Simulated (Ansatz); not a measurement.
## Ta2Si: do energies and stresses tell the same story?

The calculation used DFT r2SCAN, scalar-relativistic, plane waves, PAW (Ansatz).

Settings: cutoff 500 eV, Γ-centred mesh 10×10×10 on the computed 6-atom cell, Gaussian smearing of 0.10 eV; no spin polarisation.

Relaxed cell: I4/mcm, a = 6.168 Å, b = 6.168 Å, c = 5.049 Å, α = 90.00°, β = 90.00°, γ = 90.00°, 6 atoms in the primitive cell. Whether it is the stable form of this composition wasn't checked.

Energies at zero smearing and pressures from the stress tensor, at volumes with shape and atoms relaxed:
```json
{"V (Å³/atom)": "15.049", "E − E(first) (meV/atom)": "0.00", "P (GPa)": "16.00"}
{"V (Å³/atom)": "15.529", "E − E(first) (meV/atom)": "-34.67", "P (GPa)": "7.39"}
{"V (Å³/atom)": "16.010", "E − E(first) (meV/atom)": "-45.41", "P (GPa)": "0.00"}
{"V (Å³/atom)": "16.490", "E − E(first) (meV/atom)": "-35.60", "P (GPa)": "-6.37"}
{"V (Å³/atom)": "16.970", "E − E(first) (meV/atom)": "-8.10", "P (GPa)": "-11.84"}
```

Question: Check P = −dE/dV between neighbouring volumes, and get the bulk modulus from the pressures alone.

Answer: With 1 eV/Å³ = 160.2 GPa:
```tsv
middle V (Å³/atom)	−ΔE/ΔV (GPa)	mean P (GPa)
15.289	11.566	11.694
15.769	3.581	3.692
16.250	-3.273	-3.187
16.730	-9.171	-9.104
```

The two differ by 0.13 GPa at most. The mean of two end pressures misses the average over a step by about ΔV² P″/12, up to 0.11 GPa here; with that taken off 0.02 GPa remains. Around V = 16.010 Å³/atom, the two neighbours give B = −V ΔP/ΔV = 16.010 × 13.76 / 0.961 = 229.3 GPa, against B0 = 228.2 GPa from the Birch–Murnaghan fit of the energies.

Spin–orbit coupling is left out, which can shift energies with elements as heavy as these.